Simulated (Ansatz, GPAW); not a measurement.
Given: the input of a run of Ansatz 0.2.0 on Pb (Lead). 

input.yaml

```yaml
crystal:
  lattice:
    - [0.0, 2.47502, 2.47502]
    - [2.47502, 0.0, 2.47502]
    - [2.47502, 2.47502, 0.0]
  atoms:
    - { symbol: Pb, position: [0.0, 0.0, 0.0] }
kpoints:
  mp_grid: { grid: [9, 9, 9] }
scf:
  occupations: { method: gaussian, width: 0.018 }
hamiltonian:
  xc: pbe
  pseudopotentials: { kind: all_electron, lapw: { basis_error: 0.001 } }
output:
  forces: true
  stress: true
  eigenvalues: true
```

Potentials or basis: all-electron LAPW, scalar-relativistic.

The run is started by

```sh
$ ansatz run input.yaml --threads 1 --pin off --max-ram 3072MiB --backend cpu --events-out ev --progress --plain --runs-dir out
```

Question: Translate it to GPAW 26.7.0 (ASE script). Potentials or basis there: GPAW PAW data sets (gpaw-data 1.2.1), cutoff 600 eV.

Answer: As run (cutoffs and basis follow the program's own potentials, and thresholds, step limits or extra output files can differ):

File run.py:

```python
from ase.dft.bandgap import bandgap
from ase.io import read, write
from ase.units import Bohr, GPa
from gpaw import GPAW, PW
from gpaw.elf import elf_from_dft_calculation

atoms = read('Pb.xyz')

calc = GPAW(mode=PW(600),
            xc='PBE',
            kpts={'size': (9, 9, 9), 'gamma': True},
            occupations={'name': 'methfessel-paxton', 'order': 0, 'width': 0.018000000000000002},
            nbands=14,
            convergence={'density': 1e-05, 'energy': 1e-05},
            maxiter=150,
            txt='gpaw.txt')
atoms.calc = calc
energy = atoms.get_potential_energy()
forces = atoms.get_forces()
stress = atoms.get_stress()
calc.write('gs.gpw')
write('result.traj', atoms)
print(f'Energy: {energy:.6f} eV')
print('Forces (eV/A):')
print(forces.round(4))
print('Stress (GPa):', (stress / GPa).round(3))
print('Fermi level:', round(calc.get_fermi_level(), 4), 'eV')
print(f'Gap: {bandgap(calc)[0]:.4f} eV, direct: {bandgap(calc, direct=True)[0]:.4f} eV')

# fields on the real-space grid
write('density.cube', atoms, data=calc.get_pseudo_density() * Bohr**3)
write('potential.cube', atoms, data=calc.get_electrostatic_potential())
write('elf.cube', atoms, data=elf_from_dft_calculation(calc).data)
```

Contents of Pb.xyz:

```xyz
1
Lattice="0.0000000000 2.4750200000 2.4750200000 2.4750200000 0.0000000000 2.4750200000 2.4750200000 2.4750200000 0.0000000000" Properties=species:S:1:pos:R:3 pbc="T T T"
Pb     0.0000000000      0.0000000000      0.0000000000
```

Potentials or basis: GPAW PAW data sets (gpaw-data 1.2.1), pw.

Launch:

```sh
$ OMP_NUM_THREADS=1 python run.py
```

Both were run:

|  | Ansatz | GPAW |
| --- | --- | --- |
| Pressure | 2.3 GPa | 2.0 GPa |

Where Ansatz's input types no cutoff or centring, it takes its own default and a Γ-centred mesh.

Pressure is positive in compression.
